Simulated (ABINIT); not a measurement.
The system is HfB2.

```xyz
3
Lattice="3.1400 0.0000 0.0000 -1.5700 2.7193 0.0000 0.0000 0.0000 3.4800" Properties=species:S:1:pos:R:3 pbc="T T T"
Hf    0.0000    0.0000    0.0000
B     1.5700    0.9064    1.7400
B     0.0000    1.8129    1.7400
```

Base run:

```yaml
Program: ABINIT 10.8.3 (patched build)
Functional: r2SCAN
Potentials_or_basis: Ansatz PAW PBE default generated set, frozen core
Cutoff: 490 eV
k_mesh: 10 × 10 × 8
Occupations: fermi-dirac, width 0.05 eV
Spin: no spin polarisation
```

Its results: band gap on the k mesh none (metal or under the smearing width); pressure -0.8 GPa.

Task: The run is repeated on the same cell with these changes: potentials or basis from Ansatz PAW PBE default generated set, frozen core to SG15 NC PBE v1.2; cutoff from 490 eV to 980 eV. What comes out?

Result: Band gap on the k mesh none (metal or under the smearing width); pressure -8.7 GPa.

Caveats: spin-orbit coupling is left out, which moves the levels of the heavy elements; the atomic spheres overlap (some runs); the PAW data sets were made with another functional, which shifts forces and pressure a little (some runs); the potentials were made for another functional, which shifts forces and pressure (some runs).
